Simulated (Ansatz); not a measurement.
## MoP: the change of pressure with volume per atom

Results calculated with Ansatz 0.2.0, not measured. Periodic Kohn-Sham DFT of a crystal at fixed atoms; pressure and stress are positive in compression; the energy is the free energy less that of spherical unpolarised free atoms; site moments are those in the method's own spheres, positive along +z.

Cell of the first row (space group P-6m2, No. 187):
```
MoP
1.0
      3.1572     0.0000     0.0000
     -1.5786     2.7342     0.0000
      0.0000     0.0000     3.1259
Mo P
1 1
Direct
  0.00000 0.00000 0.00000
  0.33333 0.66667 0.50000
```

Settings of every row: method all-electron PAW; functional PBEsol; relativity scalar; k mesh 15x15x13; filling fermi-dirac; smearing width 0.08 eV; nucleus gaussian.

Atom start moment: 0 on all atoms.

| row | volume per atom (Å³) | pressure (GPa) |
| --- | --- | --- |
| 1 | 13.492 | 12.431 |
| 2 | 13.779 | 6.493 |
| 3 | 14.066 | 1.169 |
| 4 | 14.21 | -1.283 |
| 5 | 14.353 | -3.603 |
| 6 | 14.497 | ? |
| 7 | 14.64 | -7.877 |
| 8 | 14.927 | -11.706 |
| 9 | 15.214 | -15.132 |

Question: what pressure should row 6 give?

Worked fit of pressure. Take u = (V_r/V)^(2/3) − 1 with V_r = 14.282 Å³ an atom, which is twice the finite (Eulerian) strain; such expansions in the strain, on which the Birch-Murnaghan equation of state is built, carry the rest volume and the bulk modulus. The shown rows have u = 0.03866, 0.02419, 0.01021, 0.00338, -0.0033, -0.01637, -0.02902, -0.04127. Least squares give pressure = −2.4688 + 346.289 × u + 984.63 × u² + 697 × u³ GPa; a parabola predicts inner rows, each left out in turn, worse (root mean square 0.011 against 0.0028 GPa). The rows lie off it by 0.000, -0.001, -0.001, 0.004, -0.002, 0.000, 0.000, 0.000. The pressure vanishes at u = 0.0070, or V = 14.13 Å³ an atom, and there the bulk modulus at fixed shape and fractions is B = −V dP/dV = (2/3)(1 + u) dP/du = 242 GPa. Letting shape and atoms relax would as a rule lower it, by much in layered, chain or molecular crystals. The withheld row has u = -0.00991, so the fit gives −2.4688 + 346.289 × (-0.00991) + 984.63 × (-0.00991)² + 697 × (-0.00991)³ = -5.805 GPa.

The calculation gave -5.798 GPa. The fit lies 0.007 GPa (0.025 % of the column's range) below it; its largest miss of a shown row is 0.004 GPa.
